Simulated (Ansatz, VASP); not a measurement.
# GaP: VASP beside Ansatz

The input POSCAR:

```
GaP
1.0
    0.0000000000      2.7252500000      2.7252500000
    2.7252500000      0.0000000000      2.7252500000
    2.7252500000      2.7252500000      0.0000000000
Ga P
1 1
Direct
    0.0000000000      0.0000000000      0.0000000000
    0.7500000000      0.7500000000      0.7500000000
```

Contents of INCAR.step1:

```
ALGO = Normal
EDIFF = 1E-5
ENCUT = 600
GGA = PE
ISMEAR = -1
LASPH = True
LCHARG = False
LREAL = False
LWAVE = True
NELM = 80
PREC = Accurate
SIGMA = 0.05
```

Contents of INCAR.step2:

```
ALGO = Normal
EDIFF = 1E-6
EDIFFG = -0.005
ENCUT = 600
GGA = PE
HFSCREEN = 0.3
IBRION = 2
ISIF = 3
ISMEAR = -1
ISTART = 1
LASPH = True
LCHARG = False
LHFCALC = True
LREAL = False
LWAVE = False
NELM = 80
NSW = 40
PREC = Accurate
PRECFOCK = Fast
SIGMA = 0.05
```

Contents of KPOINTS:

```
k-points
0
Gamma
  4 4 4
```

Contents of input.yaml:

```yaml
crystal:
  lattice:
    - [0.0, 2.72525, 2.72525]
    - [2.72525, 0.0, 2.72525]
    - [2.72525, 2.72525, 0.0]
  atoms:
    - { symbol: Ga, position: [0.0, 0.0, 0.0] }
    - { symbol: P, position: [0.75, 0.75, 0.75] }
hamiltonian:
  xc: { exchange: pbe, correlation: pbe, exx: { coeff: 0.25, omega: 0.3 } }
  pseudopotentials: { kind: paw }
kpoints:
  mp_grid: { grid: [4, 4, 4] }
scf:
  occupations: { method: fermi_dirac, width: 0.05 }
output:
  forces: true
  stress: true
relax:
  f_tol: 0.01
  max_steps: 40
  cell: { stress_tol: 0.05 }
```

Alike in both runs: task relaxation of cell and atoms; functional HSE03; k mesh 4 × 4 × 4; occupations fermi-dirac, width 0.05 eV; no spin polarisation.

```csv
,VASP,Ansatz
version,VASP 6.6.1,Ansatz 0.2.0
potentials or method,"VASP PAW PBE potentials, release 64 (Ga_d, P)",Ansatz PAW
plane-wave cutoff (eV),600,420
valence electrons in the cell,18,18
```

|  | VASP | Ansatz | Ansatz less VASP |
| --- | --- | --- | --- |
| gap on the k mesh at the Fermi level, each at its own relaxed structure (eV) | 2.16 | 2.16 | +0.001 |
| relaxed volume (Å³/atom) | 20.52 | 20.56 | +0.037 |
| relaxed cell length with the largest relative difference (Å) | 3.872 | 3.874 | +0.0023 |
| energy change over the relaxation (meV/atom) | -1 | -1 | -0.4 |

Caveats: the k mesh is coarse (spacing up to 0.50 Å⁻¹), so the values aren't converged, least of all with exact exchange; the PAW data sets were made with another functional, which shifts forces and pressure a little (VASP); the plane-wave basis is chosen anew once the cell has moved, so the energies of steps on either side of that aren't comparable (Ansatz); the PAW data sets come from PBE, with cores solved anew for the run's functional, which leaves a small shift of forces and pressure (Ansatz). A k mesh can miss the band edges. Zero-point motion and thermal expansion aren't in these numbers.
